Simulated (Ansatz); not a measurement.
Working through an equation of state with a fit of C, space group C2/m

Program: Ansatz's Python interface.

Interactive session:
```pycon
>>> import warnings
>>> import ansatz
>>> from ase.eos import EquationOfState
>>> from ase.units import GPa
>>> import numpy as np
>>> VECTORS = np.array([
...     [2.12732, -1.228282, 0.0],
...     [2.12732, 1.228282, 0.0],
...     [-1.37907, 0.0, 3.50283],
... ])
>>> SITES = [
...     ("C", (0.833356, 0.833356, 9.3e-05)),
...     ("C", (0.166644, 0.166644, 0.999907)),
... ]
>>> def on_lattice(cell):
...     crystal = ansatz.Crystal(lattice=ansatz.Lattice.of(cell))
...     for symbol, position in SITES:
...         crystal = crystal.atom(symbol, position)
...     return crystal
...
>>> warnings.simplefilter("ignore", ansatz.DeckWarning)
>>> # scale the volume, keep shape and fractions
>>> volumes, energies = [], []
>>> for scale in np.linspace(0.95, 1.07, 5):
...     cell = VECTORS * scale ** (1 / 3)
...     calculation = (
...         on_lattice(cell).calculation()
...         .functional("LDA")
...         .pseudopotentials("paw")
...         .occupations("cold", width=0.05)  # fractional filling near the Fermi level
...         .scf(tolerance=1e-10)
...         .basis(500)  # a bare number is in eV
...         .kpoints(14, 14, 8)
...     )
...     rep = calculation.run(threads=1, pin="off").report
...     volumes.append(abs(np.linalg.det(cell)) / len(SITES))
...     energies.append(rep["free_energy_ev"] / len(SITES))
...     print(f"V = {volumes[-1]:8.4f} A^3/atom  F = {energies[-1]:.5f} eV/atom")
...
V =   8.6951 A^3/atom  F = -242.97555 eV/atom
V =   8.9697 A^3/atom  F = -242.98582 eV/atom
V =   9.2442 A^3/atom  F = -242.98116 eV/atom
V =   9.5188 A^3/atom  F = -242.96351 eV/atom
V =   9.7934 A^3/atom  F = -242.93453 eV/atom
>>> eos = EquationOfState(volumes, energies, eos="sj")
>>> v0, e0, bulk = eos.fit()
>>> print(f"V0 = {v0:.4f} A^3/atom, E0 = {e0:.5f} eV/atom, B = {bulk / GPa:.1f} GPa")
V0 = 9.0155 A^3/atom, E0 = -242.98602 eV/atom, B = 278.9 GPa
>>> eos.plot("eos.png")
<Axes: title={'center': 'sj: E: -242.986 eV, V: 9.016 Å$^3$, B: 278.881 GPa'}, xlabel='volume [Å$^3$]', ylabel='energy [eV]'>
```

A third-order Birch-Murnaghan fit through the 5 points (the script's own form differs a little) has its minimum at 9.02 Å³ an atom, 1.5 % below the typed cell, with a bulk modulus of 279 GPa and dB/dP = 3.5. From that minimum the energy rises by 10.5 meV an atom on the compressed side and 51.5 meV on the expanded side.

Absolute energies stand on the zero of these potentials, so only differences at equal settings mean something. Shape and fractional positions are held along the curve, so the bulk modulus is an upper value where they are free to relax, by a factor of two or more in layered or hydrogen-bonded cells. Within a few hundredths of an angstrom the cell has the higher group R-3m; the lower one is a small distortion. Wall time of the script: 16 s on 1 thread of Arm Neoverse V2, on a shared host, peak memory 0.41 GiB.
